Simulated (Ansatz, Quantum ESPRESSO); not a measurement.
# 2H-MoTe2, 1 layer: the gap along the path at a withheld member of a series

How the rows were computed: Quantum ESPRESSO 7.5, PBE, GBRV ultrasoft. Cell and atoms are first relaxed; each strained cell is then held and the atoms relax in it. A periodic run with 15 Å of vacuum in the starting cell gives the vacuum levels, and bands follow along a path. The bands are repeated with spin-orbit coupling and fully relativistic files. The series steps biaxial strain.

| biaxial strain | gap along the path (eV) |
| --- | --- |
| -4 % | 1.026 |
| -3 % | 1.076 |
| -2 % | 1.124 |
| -1 % | 1.136 |
| 0 % | 1.054 |
| 1 % | 0.977 |
| 2 % | 0.906 |
| 4 % | 0.784 |

**Question.** What is the gap along the path at 3 %?

**Worked estimate.** The rows at 2 % and 4 % give a slope of (0.784 − (0.906))/(4 − (2)) = −0.061, so a straight line gives 0.845 eV. A parabola through these and the row at 1 % gives 0.842 eV.

What the calculation gave: 0.842 eV. The line misses by +0.003 and the parabola by 0.000 eV. Both misses are under 5 % of the step from the nearer row.

Caveats: Semilocal gaps are too small; the 1×1 cell can't ripple over many cells under compression as a free sheet would. These values are without spin-orbit coupling.
